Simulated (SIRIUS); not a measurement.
Sr under changes of volume

One of the cells (57.446 Å³/atom); the others are scaled copies at fixed shape and fractional positions:

```
Sr
1.0
     0.00000    3.06250    3.06250
     3.06250    0.00000    3.06250
     3.06250    3.06250    0.00000
Sr
1
Direct
  0.00000 0.00000 0.00000
```

```yaml
Program: SIRIUS 7.10.0
Functional: PBE
Potentials_or_basis: PseudoDojo 0.4.1 PBE standard (scalar relativistic)
Cutoff: 937 eV
Density_cutoff: 3749 eV
k_mesh: 8 × 8 × 8
Occupations: fermi-dirac, width 0.05 eV
Spin: no spin polarisation
```

| volume (Å³/atom) | energy over the lowest point (meV/atom) | pressure (GPa) |
| --- | --- | --- |
| 52.940 | 1.58 | 0.4 |
| 54.067 | 0.00 | 0.1 |
| 55.193 | 0.20 | -0.1 |
| 57.446 | ? | ? |
| 58.572 | 9.89 | -0.7 |
| 59.698 | 15.70 | -0.9 |

Problem. What does the run at 57.446 Å³/atom give?

Solution. Energy over the lowest point 5.29 meV/atom; pressure -0.5 GPa.

Worked out: A Birch-Murnaghan fit of order 3 (a polynomial in V^(-2/3)) to the other rows has its minimum at 54.49 Å³/atom with B0 = V·E''(V) = 11.8 GPa and B' = 3.7. It gives 5.29 meV/atom at 57.446 Å³/atom, against the run's 5.29, and -dE/dV = -0.6 GPa, against -0.5.

Energies are extrapolated to zero smearing.
